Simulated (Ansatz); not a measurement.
System: chalcopyrite CuInS2. Method: PBE0+SOC in Ansatz (PAW).

Run with plane-wave cutoff 460 eV, 6×6×6 k mesh, Fermi–Dirac smearing 0.01 eV, PAW data made under PBE.

Cell (measured lattice):

Space group I-42d (No. 122); a = 5.523 Å, b = 5.523 Å, c = 11.133 Å, α = 90.00°, β = 90.00°, γ = 90.00°

```json
[
 {"atom": "In", "site": "4b", "symmetry": "-4..", "x": "0.0000", "y": "0.0000", "z": "0.5000"},
 {"atom": "Cu", "site": "4a", "symmetry": "-4..", "x": "0.0000", "y": "0.0000", "z": "0.0000"},
 {"atom": "S", "site": "8d", "symmetry": ".2.", "x": "0.2295", "y": "0.2500", "z": "0.1250"}
]
```
(The calculation used a cell of 8 atoms; values per cell refer to that cell.)

Question: Estimate the band gap that the calculation returns.

Answer: 
* **band gap**: 1.97 eV (on the SCF k mesh) (direct)

Measured, for comparison: band gap 1.55 eV (temperature not stated, no zero-point or thermal correction, direct or pseudo-direct at Γ; as tabulated in Ghosh et al. (2024), arXiv:2401.16805). Computed (rounded) less measured: band gap +0.42 eV.

Note: cell and atoms aren't relaxed at this level (largest force component 0.05 eV/Å, pressure 0.9 GPa).

Computed values are for the static lattice.

It cost very roughly 2.7 core-hours of CPU time.

Ansatz is a quantum-chemistry and plane-wave program.
